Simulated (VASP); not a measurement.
# InP (F-43m) in VASP: further runs

Runs on InP. Level: PBE. Tasks: single point.

Everything below comes from runs of VASP 6.6.1. Logs are shortened: lines on timing, memory, paths and dates and some standing lists are left out, and cuts for length are marked.

**Experimental background.**

A printed reference work, data compilation reports, for a bulk crystal of InP at 1.6 K: band gap 1.4236 eV (direct).

The results are compared with them further down.

**1. The cell of the first run**

It takes space group F-43m (No. 216, cubic). Conventional cell: a = 5.700 Å, b = 5.700 Å, c = 5.700 Å, α = 90.00°, β = 90.00°, γ = 90.00°. Within 3.3 Å of In (site symmetry -43m) lie 4 P at 2.47 Å. P (site symmetry -43m) has 4 In at 2.47 Å within 3.3 Å.

**2. Single point, PBE**

Input file INCAR:

```
SYSTEM = InP
PREC = Accurate
ENCUT = 520
EDIFF = 1E-6
ISMEAR = 0
SIGMA = 0.01
LREAL = .FALSE.
LASPH = .TRUE.
NELM = 80
ALGO = Normal
ISIF = 2
LWAVE = .FALSE.
LCHARG = .FALSE.
GGA = PE
NBANDS = 16
```

Input file KPOINTS:

```
Automatic mesh
0
G
  6 6 6
  0 0 0
```

Input file POSCAR:

```
InP
1.0
    0.0000000000      2.8501715552      2.8501715552
    2.8501715552      0.0000000000      2.8501715552
    2.8501715552      2.8501715552      0.0000000000
In P
1 1
Direct
    0.0000000000      0.0000000000      0.0000000000
    0.2500000000      0.2500000000      0.2500000000
```

Potentials or basis: VASP PAW PBE potentials, release 64 (In_d, P).

Command:

```
cat potpaw_PBE.64/In_d/POTCAR potpaw_PBE.64/P/POTCAR > POTCAR
mpirun -np 1 vasp_std > vasp.out
```

OUTCAR:

```text
SYSTEM = InP
   PREC = Accurate
   ENCUT = 520
   EDIFF = 1E-6
   ISMEAR = 0
   LREAL = .FALSE.
   LASPH = .TRUE.
   NELM = 80
   ISIF = 2
   GGA = PE

 ion  position               nearest neighbor table
   1  0.000  0.000  0.000-   2 2.47   2 2.47   2 2.47   2 2.47
   2  0.250  0.250  0.250-   1 2.47   1 2.47   1 2.47   1 2.47

  LATTYP: Found a face centered cubic cell.
 ALAT       =     5.7003431104

  Lattice vectors:

 A1 = (   0.0000000000,   2.8501715552,   2.8501715552)
 A2 = (   2.8501715552,   0.0000000000,   2.8501715552)
 A3 = (   2.8501715552,   2.8501715552,   0.0000000000)

Analysis of symmetry for initial positions (statically):
=====================================================================
 Subroutine PRICEL returns:
 Original cell was already a primitive cell.

 Routine SETGRP: Setting up the symmetry group for a
 face centered cubic supercell.

 Subroutine GETGRP returns: Found 24 space group operations
 (whereof 24 operations were pure point group operations)
 out of a pool of 48 trial point group operations.

The static configuration has the point symmetry T_d .

Analysis of symmetry for dynamics (positions and initial velocities):
=====================================================================
 Subroutine PRICEL returns:
 Original cell was already a primitive cell.

 Routine SETGRP: Setting up the symmetry group for a
 face centered cubic supercell.

 Subroutine GETGRP returns: Found 24 space group operations
 (whereof 24 operations were pure point group operations)
 out of a pool of 48 trial point group operations.

The dynamic configuration has the point symmetry T_d .

 Subroutine INISYM returns: Found 24 space group operations
 (whereof 24 operations are pure point group operations),
 and found     1 'primitive' translations

----------------------------------------------------------------------------------------

                                     Primitive cell

  volume of cell :      46.3066

  direct lattice vectors                    reciprocal lattice vectors
     0.000000000  2.850171555  2.850171555    -0.175428037  0.175428037  0.175428037
     2.850171555  0.000000000  2.850171555     0.175428037 -0.175428037  0.175428037
     2.850171555  2.850171555  0.000000000     0.175428037  0.175428037 -0.175428037

  length of vectors
     4.030751268  4.030751268  4.030751268     0.303850273  0.303850273  0.303850273

  position of ions in fractional coordinates (direct lattice)
     0.000000000  0.000000000  0.000000000
     0.250000000  0.250000000  0.250000000

  ion indices of the primitive-cell ions
   primitive index   ion index
                 1           1
                 2           2

----------------------------------------------------------------------------------------

 KPOINTS: Automatic mesh

Automatic generation of k-mesh.
 Grid dimensions read from file:
 generate k-points for:    6    6    6

 Generating k-lattice:

  Cartesian coordinates                     Fractional coordinates (reciprocal lattice)
    -0.029238006  0.029238006  0.029238006     0.166666667  0.000000000  0.000000000
     0.029238006 -0.029238006  0.029238006     0.000000000  0.166666667  0.000000000
     0.029238006  0.029238006 -0.029238006     0.000000000  0.000000000  0.166666667

  Length of vectors
     0.050641712  0.050641712  0.050641712

  Shift w.r.t. Gamma in fractional coordinates (k-lattice)
     0.000000000  0.000000000  0.000000000

 Subroutine IBZKPT returns following result:
 ===========================================

 Found     16 irreducible k-points:

 Following reciprocal coordinates:
            Coordinates               Weight
  0.000000  0.000000  0.000000      1.000000
  0.166667  0.000000  0.000000      8.000000
  0.333333  0.000000  0.000000      8.000000
  0.500000  0.000000  0.000000      4.000000
  0.166667  0.166667  0.000000      6.000000
  0.333333  0.166667  0.000000     24.000000
[... 8 lines left out ...]
 -0.333333  0.333333  0.166667     24.000000
 -0.333333  0.500000  0.166667     12.000000
   k-points           NKPTS =     16   k-points in BZ     NKDIM =     16   number of bands    NBANDS=     16
   number of dos      NEDOS =    301   number of ions     NIONS =      2
   total plane-waves  NPLWV =  27000
   dimension x,y,z NGX =    30 NGY =   30 NGZ =   30
   dimension x,y,z NGXF=    60 NGYF=   60 NGZF=   60
   ions per type =               1   1
   NGX,Y,Z   is equivalent  to a cutoff of  12.37, 12.37, 12.37 a.u.
   NGXF,Y,Z  is equivalent  to a cutoff of  24.75, 24.75, 24.75 a.u.
 SYSTEM =  InP
   PREC   = accura    normal or accurate (medium, high low for compatibility)
   ISTART =      0    job   : 0-new  1-cont  2-samecut
   ICHARG =      2    charge: 1-file 2-atom 10-const
   ISPIN  =      1    spin polarized calculation?
   LNONCOLLINEAR =      F non collinear calculations
   LSORBIT =      F    spin-orbit coupling
   LASPH  =      T    aspherical Exc in radial PAW
   ENCUT  =  520.0 eV  38.22 Ry    6.18 a.u.   7.49  7.49  7.49*2*pi/ulx,y,z
   NELM   =     80;   NELMIN=  2; NELMDL= -5     # of ELM steps
   EDIFF  = 0.1E-05   stopping-criterion for ELM
   LREAL  =      F    real-space projection
   EDIFFG = 0.1E-04   stopping-criterion for IOM
   NSW    =      0    number of steps for IOM
   IBRION =     -1    ionic relax: 0-MD 1-quasi-New 2-CG
   NFREE  =      0    steps in history (QN), initial steepest desc. (CG)
   ISIF   =      2    stress and relaxation
   ISYM   =      2    0-nonsym 1-usesym 2-fastsym
   POTIM  = 0.5000    time-step for ionic-motion
   TEBEG  =    0.0;   TEEND  =   0.0 temperature during run
   PSTRESS=    0.0 pullay stress
   NELECT =      18.0000    total number of electrons
   NUPDOWN=      -1.0000    fix difference up-down
   EMIN   =  10.00;   EMAX   =-10.00  energy-range for DOS
   EFERMI =   0.00;   METHOD = LEGACY
   ISMEAR =     0;   SIGMA  =   0.01  broadening in eV -4-tet -1-fermi 0-gaus
   EFERMI_NEDOS =   21; number of points for ismear=-14 and -15
   IALGO  =     38    algorithm
   IMIX   =      4    mixing-type and parameters
     AMIX     =   0.40;   BMIX     =  1.00
     AMIX_MAG =   1.60;   BMIX_MAG =  1.00
  volume/ion in A,a.u.               =      23.15       156.25
  Fermi-wavevector in a.u.,A,eV,Ry     =   1.194771  2.257790 19.422013  1.427478
  Thomas-Fermi vector in A             =   2.330753
   LORBIT       =      0    0 simple, 1 ext, 2 COOP (PROOUT), +10 PAW based schemes
   GGA     = PE    functional components
   LHFCALC =     F    Hartree Fock is set to
   AEXX    =    0.0000 exact exchange contribution
   IVDW    =     0    specifies the selected vdW correction
   LEPSILON=     F    determine dielectric tensor
   LRPA    =     F    only Hartree local field effects (RPA)
 non-spin polarized calculation
 Gauss-broadening in eV      SIGMA  =   0.01
  energy-cutoff  :      520.00
  volume of cell :       46.31
 maximum number of plane-waves:      1272
 NGX is ok and might be reduce to    30
   NGX = 15   NGY = 15   NGZ = 15

 number of electron      17.9999992 magnetization

 Free energy of the ion-electron system (eV)
  ---------------------------------------------------
  ext. energy  EPLUGINS =         0.00000000
  ---------------------------------------------------
  free energy    TOTEN  =        -8.19949799 eV

  energy without entropy =       -8.19949799  energy(sigma->0) =       -8.19949799

 E-fermi :   6.2472     XC(G=0):  -9.6556

 val. band max:        6.1561622765   @ k =   0.0000   0.0000   0.0000
 cond. band min:       7.3165760072   @ k =   0.0000   0.0000   0.0000
 fundamental gap:      1.1604137308
 Fermi energy:         6.2472108462

 k-point     1 :       0.0000    0.0000    0.0000
  band No.  band energies     occupation
      1      -8.2361      2.00000
      2      -8.2361      2.00000
      3      -8.2361      2.00000
      4      -8.0376      2.00000
      5      -8.0376      2.00000
      6      -5.9698      2.00000
[... 8 lines left out ...]
     15      15.7280      0.00000
     16      15.7280      0.00000

 k-point     2 :       0.1667    0.0000    0.0000
  band No.  band energies     occupation
      1      -8.2824      2.00000
      2      -8.2197      2.00000
      3      -8.2197      2.00000
      4      -8.0371      2.00000
      5      -8.0371      2.00000
      6      -5.6109      2.00000
[... 8 lines left out ...]
     15      14.8313      0.00000
     16      15.9080      0.00000

 k-point     3 :       0.3333    0.0000    0.0000
  band No.  band energies     occupation
      1      -8.3640      2.00000
      2      -8.1938      2.00000
      3      -8.1938      2.00000
      4      -8.0285      2.00000
      5      -8.0285      2.00000
      6      -4.6771      2.00000
[... 8 lines left out ...]
     15      15.3711      0.00000
     16      15.3711      0.00000

 k-point     4 :       0.5000    0.0000    0.0000
  band No.  band energies     occupation
      1      -8.4009      2.00000
      2      -8.1852      2.00000
      3      -8.1852      2.00000
      4      -8.0194      2.00000
      5      -8.0194      2.00000
      6      -3.9489      2.00000
[... 8 lines left out ...]
     15      16.9843      0.00000
     16      16.9843      0.00000
[... 172 lines left out ...]
 k-point    14 :       0.5000    0.3333    0.1667
  band No.  band energies     occupation
      1      -8.4143      2.00000
      2      -8.1643      2.00000
      3      -8.1399      2.00000
      4      -8.0655      2.00000
      5      -8.0134      2.00000
      6      -3.9498      2.00000
[... 8 lines left out ...]
     15      17.6639      0.00000
     16      18.2672      0.00000

 k-point    15 :      -0.3333    0.3333    0.1667
  band No.  band energies     occupation
      1      -8.4267      2.00000
      2      -8.1649      2.00000
      3      -8.1259      2.00000
      4      -8.0576      2.00000
      5      -8.0201      2.00000
      6      -3.3582      2.00000
[... 8 lines left out ...]
     15      17.6075      0.00000
     16      18.0909      0.00000

 k-point    16 :      -0.3333    0.5000    0.1667
  band No.  band energies     occupation
      1      -8.4503      2.00000
      2      -8.1401      2.00000
      3      -8.1107      2.00000
      4      -8.0760      2.00000
      5      -8.0088      2.00000
      6      -3.1135      2.00000
[... 8 lines left out ...]
     15      17.7069      0.00000
     16      18.4957      0.00000

------------------------ aborting loop because EDIFF is reached ----------------------------------------

  FORCE on cell =-STRESS in cart. coord.  units (eV):
  Direction    XX          YY          ZZ          XY          YZ          ZX
  --------------------------------------------------------------------------------------
  -------------------------------------------------------------------------------------
  Total        3.1006426      3.1006426      3.1006426      0.0000000      0.0000000      0.0000000
  in kB      107.2801305    107.2801305    107.2801305      0.0000000      0.0000000      0.0000000
  external PRESSURE =     107.2801305 kB  Pullay stress =       0.0000000 kB

 VOLUME and BASIS-vectors are now :
 -----------------------------------------------------------------------------
  energy-cutoff  :      520.00
  volume of cell :       46.31
      direct lattice vectors                 reciprocal lattice vectors
     0.000000000  2.850171555  2.850171555    -0.175428037  0.175428037  0.175428037
     2.850171555  0.000000000  2.850171555     0.175428037 -0.175428037  0.175428037
     2.850171555  2.850171555  0.000000000     0.175428037  0.175428037 -0.175428037

 POSITION                                       TOTAL-FORCE (eV/Angst)
 -----------------------------------------------------------------------------------
      0.00000      0.00000      0.00000         0.000000      0.000000     -0.000000
      1.42509      1.42509      1.42509        -0.000000     -0.000000      0.000000
 -----------------------------------------------------------------------------------
    total drift:                               -0.000000     -0.000000     -0.000000

  FREE ENERGIE OF THE ION-ELECTRON SYSTEM (eV)
  ---------------------------------------------------
  free  energy   TOTEN  =        -8.1994979873 eV

  energy  without entropy=       -8.1994979873  energy(sigma->0) =       -8.19949799
```

It took 23 s on 1 thread of Intel Xeon Platinum 8259CL at 2.50GHz (Skylake/Cascade Lake), shared host; peak memory 0.16 GiB.

What came out:

```yaml
Free_energy: -8.1995 eV
Pressure: 10.7 GPa
Band_gap_on_the_k_mesh: 1.16 eV, direct
```

Caveat: spin-orbit coupling is left out, which moves the levels of the heavy elements. A k mesh can miss the band edges.

**3. Single point, PBE**

This run uses another cell than the first one, of 23.82 Å³/atom, 1.029 times its volume.

INCAR is that of step 2.

Input file KPOINTS:

```
regular mesh
0
G
  6 6 6
  0 0 0
```

Input file POSCAR:

```
InP
1.0
    0.0000000000      2.8774475815      2.8774475815
    2.8774475815      0.0000000000      2.8774475815
    2.8774475815      2.8774475815      0.0000000000
In P
1 1
Direct
    0.0000000000      0.0000000000      0.0000000000
    0.2500000000      0.2500000000      0.2500000000
```

Potentials or basis: VASP PAW PBE potentials, release 64 (In_d, P).

Command:

```
cat potpaw_PBE.64/In_d/POTCAR potpaw_PBE.64/P/POTCAR > POTCAR
mpirun -np 1 vasp_std > vasp.out
```

Wall time 18 s (1 thread of Intel Xeon Platinum 8259CL at 2.50GHz (Skylake/Cascade Lake), shared host); peak memory 0.17 GiB.

The run converged. Its results:

```
Free energy            : -8.2776 eV
Pressure               : 7.9 GPa
Band gap on the k mesh : 1.01 eV, direct
```

Levels at points of the mesh, in eV from the valence-band top:
| k point | band 6 | band 7 | band 8 | band 9 | band 10 | band 11 | band 12 | band 13 |
| --- | --- | --- | --- | --- | --- | --- | --- | --- |
| (0.00, 0.00, 0.00) | -11.91 | 0.00 | 0.00 | 0.00 | 1.01 | 4.08 | 4.08 | 4.08 |
| (0.50, 0.00, 0.00) | -9.99 | -6.04 | -1.06 | -1.06 | 1.63 | 4.81 | 4.81 | 7.20 |
| (0.50, 0.50, 0.00) | -9.28 | -6.00 | -2.51 | -2.51 | 1.66 | 2.25 | 9.57 | 9.96 |

Caveat: spin-orbit coupling is left out, which moves the levels of the heavy elements. Expect the measured gap to be larger: semilocal functionals such as PBE lack the derivative discontinuity.

**4. Single point, PBE**

This run uses another cell than the first one, of 24.50 Å³/atom, 1.058 times its volume.

Input file INCAR:

```
SYSTEM = InP
PREC = Accurate
ENCUT = 520
EDIFF = 1E-6
ISMEAR = 0
SIGMA = 0.01
LREAL = .FALSE.
LASPH = .TRUE.
NELM = 60
ALGO = Normal
ISIF = 2
LWAVE = .FALSE.
LCHARG = .TRUE.
GGA = PE
LELF = .TRUE.
LVHAR = .TRUE.
NBANDS = 16
```

Input file KPOINTS:

```
Automatic mesh
0
G
  6 6 6
  0 0 0
```

Input file POSCAR:

```
InP
1.0
    0.0000000000      2.9042160729      2.9042160729
    2.9042160729      0.0000000000      2.9042160729
    2.9042160729      2.9042160729      0.0000000000
In P
1 1
Direct
    0.0000000000      0.0000000000      0.0000000000
    0.2500000000      0.2500000000      0.2500000000
```

Command:

```
cat potpaw_PBE.64/In_d/POTCAR potpaw_PBE.64/P/POTCAR > POTCAR
mpirun -np 1 vasp_std > vasp.out
```

Wall time 18 s (1 thread of Intel Xeon Platinum 8259CL at 2.50GHz (Skylake/Cascade Lake), shared host); peak memory 0.17 GiB.

It converged, with:

* Free energy: -8.3335 eV
* Pressure: 5.4 GPa
* Band gap on the k mesh: 0.86 eV, direct

Levels at points of the mesh, in eV from the valence-band top:
| k point | band 6 | band 7 | band 8 | band 9 | band 10 | band 11 | band 12 | band 13 |
| --- | --- | --- | --- | --- | --- | --- | --- | --- |
| (0.00, 0.00, 0.00) | -11.71 | 0.00 | 0.00 | 0.00 | 0.86 | 4.09 | 4.09 | 4.09 |
| (0.50, 0.00, 0.00) | -9.89 | -5.88 | -1.01 | -1.01 | 1.56 | 4.81 | 4.81 | 7.15 |
| (0.50, 0.50, 0.00) | -9.21 | -5.87 | -2.41 | -2.41 | 1.71 | 2.26 | 9.38 | 9.77 |

Caveat: spin-orbit coupling is left out, which moves the levels of the heavy elements. A hybrid or GW would open this gap; PBE tends to underestimate it.

**5. Single point, PBE**

This run uses another cell than the first one, of 25.84 Å³/atom, 1.116 times its volume.

Input file INCAR:

```
SYSTEM = InP
PREC = Accurate
ENCUT = 520
EDIFF = 1E-6
ISMEAR = 0
SIGMA = 0.01
LREAL = .FALSE.
LASPH = .TRUE.
NELM = 80
ALGO = Normal
ISIF = 2
LWAVE = .FALSE.
LCHARG = .FALSE.
GGA = PE
NBANDS = 16
```

Input file KPOINTS:

```
regular mesh
0
G
  6 6 6
  0 0 0
```

Input file POSCAR:

```
InP
1.0
    0.0000000000      2.9563207137      2.9563207137
    2.9563207137      0.0000000000      2.9563207137
    2.9563207137      2.9563207137      0.0000000000
In P
1 1
Direct
    0.0000000000      0.0000000000      0.0000000000
    0.2500000000      0.2500000000      0.2500000000
```

Command:

```
cat potpaw_PBE.64/In_d/POTCAR potpaw_PBE.64/P/POTCAR > POTCAR
mpirun -np 1 vasp_std > vasp.out
```

Wall time 14 s (1 thread of Intel Xeon Platinum 8259CL at 2.50GHz (Skylake/Cascade Lake), shared host); peak memory 0.18 GiB.

It converged, with:

```
Free energy            : -8.3900 eV
Pressure               : 1.4 GPa
Band gap on the k mesh : 0.57 eV, direct
```

Levels at points of the mesh, in eV from the valence-band top:
```csv
k point,band 5,band 6,band 7,band 8,band 9,band 10,band 11,band 12,band 13,band 14
"(0.00, 0.00, 0.00)",-14.00,-11.34,0.00,0.00,0.00,0.57,4.09,4.09,4.09,8.46
"(0.50, 0.00, 0.00)",-13.99,-9.70,-5.59,-0.93,-0.93,1.43,4.80,4.80,7.04,9.36
"(0.50, 0.50, 0.00)",-13.97,-9.08,-5.64,-2.23,-2.23,1.80,2.26,9.05,9.42,9.42
```

Caveat: spin-orbit coupling is left out, which moves the levels of the heavy elements.

**6. Summary**

| cell | gap on the mesh (eV) | pressure (GPa) |
| --- | --- | --- |
| a = 4.031 Å, angles 60.0°, 2 atoms | 1.16 | 10.7 |
| a = 4.069 Å, angles 60.0°, 2 atoms | 1.01 | 7.9 |
| a = 4.107 Å, angles 60.0°, 2 atoms | 0.86 | 5.4 |
| a = 4.181 Å, angles 60.0°, 2 atoms | 0.57 | 1.4 |

Alike in all rows: task single point; level PBE; potentials or basis VASP PAW PBE potentials, release 64 (In_d, P); no spin polarisation; k mesh 6 × 6 × 6; cutoff (eV) 520; smearing gaussian 0.01 eV.

Caveats: spin-orbit coupling is left out, which moves the levels of the heavy elements.

Absolute energies hang on the potentials; compare differences alone.

**7. Comparison with measurements**

Step 5. Against the measured gap of InP, 1.4236 eV (direct; 1.6 K; a printed reference work, data compilation), the calculated 0.57 eV is off by -0.86 eV. Spin-orbit coupling on In is left out. The value is that of PBE, without temperature or zero-point motion. Semilocal functionals fall short of measured gaps as a rule.
